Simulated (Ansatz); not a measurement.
## Point defect: Zr on a Si site in Si

These are results of DFT PBE, scalar-relativistic, plane waves, PAW (Ansatz), not measurements. (420 eV cutoff, 2×2×2 k-mesh, shifted by half a step, Gaussian smearing of 0.02 eV, collinear spin in charge +1, -1 alone)

Host crystal, relaxed:

```
Si
1.0
     3.85128    0.00000    0.00000
    -1.92564    3.33531    0.00000
     0.00000    0.00000    6.36502
Si
4
Direct
  0.33333 0.66667 0.06293
  0.66667 0.33333 0.56293
  0.33333 0.66667 0.43707
  0.66667 0.33333 0.93707
```

Supercell of 36 atoms, rows in host cell vectors: -1 1 -1; 2 1 -1; -1 -2 -1. Atoms relax at the host's cell from a start displaced at random by 0.05 Å near the defect, so other minima may exist. The cell is small, so energies carry finite-size errors of tenths of an eV. The host's Kohn–Sham gap is 0.45 eV. Atoms are taken from and returned to the elements' standard states. Charged cells are corrected for image charges with the computed static dielectric tensor (mean 13.0) and aligned with the host's potential at far atoms (alignment terms reach 0.29 eV; the program doubts the alignment in some charges, where it is up to 0.29 eV). No band-filling term is added, and the Fermi level counts from the host's valence band top.

Defect: Zr on a Si site set at (0.333, 0.667, 0.063) of the host cell. In charge +1 some atom moved by up to 1.1 Å, so the relaxed defect can differ in kind from the start. Before relaxation its nearest neighbours are 3 Si at 2.36 Å, 1 Si at 2.38 Å.

```tsv
charge	E_f at the valence band top (eV)	over the neutral state (eV)	moment (μB)	largest move (Å)	atoms near the site
+1	2.16	-0.13	0.50	1.07	1 Si at 2.58 Å, 2 Si at 2.59 Å, 1 Si at 2.84 Å, 1 Si at 2.97 Å
0	2.28	0.00	0.00	0.24	1 Si at 2.59 Å, 3 Si at 2.60 Å
-1	2.92	0.63	1.00	0.28	3 Si at 2.58 Å, 1 Si at 2.60 Å
```

Among the charges computed the stable one is +1 at the valence band top, changing to 0 at 0.13 eV. In charge -1 the extra carrier would gain by moving to a band edge of the host, so it isn't bound in the gap, though by less than the errors named above. In charge +1, -1 the cell has partly filled bands: a level of the defect may be part filled, the carrier may sit in the host's bands, or levels may cross between the k points, so transitions that involve it are doubtful. Fractional moments come from partly filled bands of the small cell.